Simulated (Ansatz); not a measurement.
## LiH: pressure against volume per atom

Periodic Kohn-Sham DFT of a crystal at fixed atoms; pressure and stress are positive in compression; the energy is the free energy less that of spherical unpolarised free atoms; site moments are those in the method's own spheres, positive along +z. The results are calculated, by Ansatz 0.2.0.

Cell of the first row (space group F-43m, No. 216):
```
cell vectors (Å)
   0.0000     2.1159     2.1159
   2.1159     0.0000     2.1159
   2.1159     2.1159     0.0000
atoms (fractions of the cell vectors)
Li  0.00000  0.00000  0.00000
H   0.25000  0.25000  0.25000
```

Settings of every row: method frozen-core PAW; functional PBE; relativity scalar; k mesh 13x13x13; filling fermi-dirac; smearing width 0.05 eV; wave cutoff 420 eV; paw set soft_2.

Atom start moment: 0 on all atoms.

Limits: the cell comes from a prototype or a list of computed structures and needn't be the stable phase.

| row | volume per atom (Å³) | pressure (GPa) |
| --- | --- | --- |
| 1 | 9.472 | 1.131 |
| 2 | 9.67 | ? |
| 3 | 9.867 | -0.046 |
| 4 | 10.065 | -0.563 |
| 5 | 10.262 | -1.038 |

Question: what pressure should row 2 give?

Worked fit of pressure. Take u = (V_r/V)^(2/3) − 1 with V_r = 9.966 Å³ an atom, which is twice the finite (Eulerian) strain; such expansions in the strain, on which the Birch-Murnaghan equation of state is built, carry the rest volume and the bulk modulus. The shown rows have u = 0.03447, 0.00668, -0.00657, -0.01932. Least squares give pressure = −0.3102 + 39.144 × u + 77.25 × u² GPa; a straight line predicts inner rows, each left out in turn, worse (root mean square 0.034 against 0.0021 GPa). The rows lie off it by 0.000, -0.001, 0.001, 0.000. The pressure vanishes at u = 0.0078, or V = 9.85 Å³ an atom, and there the bulk modulus at fixed shape and fractions is B = −V dP/dV = (2/3)(1 + u) dP/du = 27.1 GPa. The withheld row has u = 0.0203, so the fit gives −0.3102 + 39.144 × (0.0203) + 77.25 × (0.0203)² = 0.516 GPa.

The calculation gave 0.517 GPa. The fit lies 0.001 GPa (0.046 % of the column's range) below it, one unit of the last digit.
